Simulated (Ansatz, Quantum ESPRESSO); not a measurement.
## AlN (rock salt): bulk modulus from a few volumes

How stiff is rock salt AlN under hydrostatic load? Each row scales the relaxed cell evenly and relaxes the atoms. The symmetry of the cell is held, so distortions that would lower it, which this phase may prefer, aren't tested. The phase is followed to these pressures whether or not it stays the stable one.

Calculated with Ansatz 0.2.0, r2SCAN, PAW files of the set soft_1, cutoff 600 eV, Fermi–Dirac smearing 0.02 eV, k-mesh 12×12×12, no spin polarisation, no spin-orbit coupling.

Reference cell, relaxed at zero pressure with r2SCAN (Fm-3m): a = 2.8542 Å, b = 2.8542 Å, c = 2.8542 Å, α = 60.00°, β = 60.00°, γ = 60.00°.

```
atom       x       y       z
  Al  0.0000  0.0000  0.0000
   N  0.5000  0.5000  0.5000
```

```
V (Å³/atom)    V/V0  P (GPa)  E − E0 (meV/atom)
     7.7276  0.9400   19.280               28.2
     7.8920  0.9600   12.215               12.1
     8.0564  0.9800    5.814                2.9
     8.3852  1.0200   −5.242                2.7
     8.5496  1.0400  −10.006               10.6
```

V0 = 8.2208 Å³ an atom, where the residual pressure P0 is +0.014 GPa. **Question.** Fit the Birch–Murnaghan law and give the pressure and the energy at V = 8.7141 Å³ an atom, a row left out above.

With the Eulerian strain f = ½[(V0/V)^(2/3) − 1] and F = (P − P0)/[3f(1 + 2f)^(5/2)], the third-order law is the line F = B0 + (3/2) B0 (B′ − 4) f.

```
       f  F (GPa)
 0.02105   275.14
 0.01379   275.47
 0.00678   275.75
−0.00656   276.17
−0.01290   276.34
```

A straight line through the 5 rows: the means are 0.004432 for f and 275.77 for F, Σ(Δx)² = 0.0007905 and ΣΔxΔy = −0.0276, so the slope is −0.0276/0.0007905 = −34.916 and the intercept 275.77 − (−34.916)(0.004432) = 275.93.

Hence B0 = 275.9 GPa and B′ = 4 + (−34.9)/(1.5 × 275.9) = 3.92. For the withheld volume f = −0.01905, F = 276.59 GPa and P = −14.33 GPa, an extrapolation past the fitted rows. The run itself gives −14.32 GPa, so the estimate misses by 0.01 GPa, a rounding's worth.

Integrating the same law gives E − E0 = (9/2) B0 V0 f²[1 + (B′ − 4) f] + P0(V0 − V), with 1 GPa Å³ = 6.2415 meV: 23.1 meV an atom. The run itself gives 23.1 meV, so the estimate misses by 0.0 meV, a rounding's worth.

The same fit over all rows at other levels or in other programs gives B0 = 262 GPa with PBEsol (Quantum ESPRESSO, GBRV), 264 GPa with PBEsol (Quantum ESPRESSO, PseudoDojo) and 276 GPa with LDA (Quantum ESPRESSO, GBRV).

[Logs are printed without paths, hosts, clocks, repeated set-up lines and the standing remarks that a program may print on its own settings, such as how far it seeks lower states.]
